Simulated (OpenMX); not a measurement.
Runs of OpenMX 3.8.5 on Zr. Symmetry: P6_3/mmc, No. 194, hexagonal system. The conventional cell has a = 3.232 Å, b = 3.232 Å, c = 5.147 Å, α = 90.00°, β = 90.00°, γ = 120.00°. Around Zr (site symmetry -6m2) lie 12 Zr at 3.18 to 3.23 Å. 

```tsv
task	level	potentials or basis	cell	k mesh	max SCF cycles	grid points, held for all volumes	gap on the mesh (eV)	pressure (GPa)	V0 of scaled cells (Å³/atom)	B0 (GPa)	largest force (eV/Å)
band structure	PBE	OpenMX 2013 PBE set, Zr7.0-s3p2d2f1, grid cutoff 400 Ry	as given	9 × 9 × 5	100	-	-	0.7	-	-	0.01
band structure	LDA	OpenMX 2013 LDA set, Zr7.0-s3p2d2, grid cutoff 400 Ry	as given	9 × 9 × 5	100	-	-	-5.1	-	-	0.01
equation of state	PBE	OpenMX 2013 PBE set, Zr7.0-s3p2d2f1, fixed grid of 35 × 35 × 63 points	as given	9 × 9 × 5	-	35 × 35 × 63	-	-	23.44	(a)	-
single point	PBE	OpenMX 2013 PBE set, Zr7.0-s3p2d2, grid cutoff 560 Ry	as given	7 × 7 × 5	100	-	none	1.5	-	-	-
single point	PBE	OpenMX 2013 PBE set, Zr7.0-s3p2d2, grid cutoff 560 Ry	atom 1 moved by [-0.0266, 0.0, -0.0423] A	7 × 7 × 5	100	-	none	-	-	-	0.19
equation of state	LDA	OpenMX 2013 LDA set, Zr7.0-s3p2d2, fixed grid of 35 × 35 × 63 points	as given	9 × 9 × 5	-	35 × 35 × 63	-	-	22.14	(b)	-
single point	PBE	OpenMX 2013 PBE set, Zr7.0-s3p2d2, grid cutoff 560 Ry	atom 1 moved by [0.0266, 0.0, 0.0423] A	7 × 7 × 5	100	-	none	-	-	-	0.19
```

Alike in all rows: no spin polarisation; smearing fermi-dirac 0.05 eV.

**Question.** Fill in the values left out.

**Answer.** (a) 98; (b) 110.

Caveats: the basis of atomic orbitals isn't converged, which shifts pressures, moduli and gaps; volumes in these bases differ from converged ones by about 1 %, for some elements by several (some runs); the cell was scaled at fixed shape and fractional positions, which overstates the stiffness of a crystal with free parameters, most of all of layers and chains (some runs).

A k mesh can miss the band edges, and the runs leave out spin-orbit coupling on Zr.

A gap of «none» marks a metal or a gap under the smearing width.
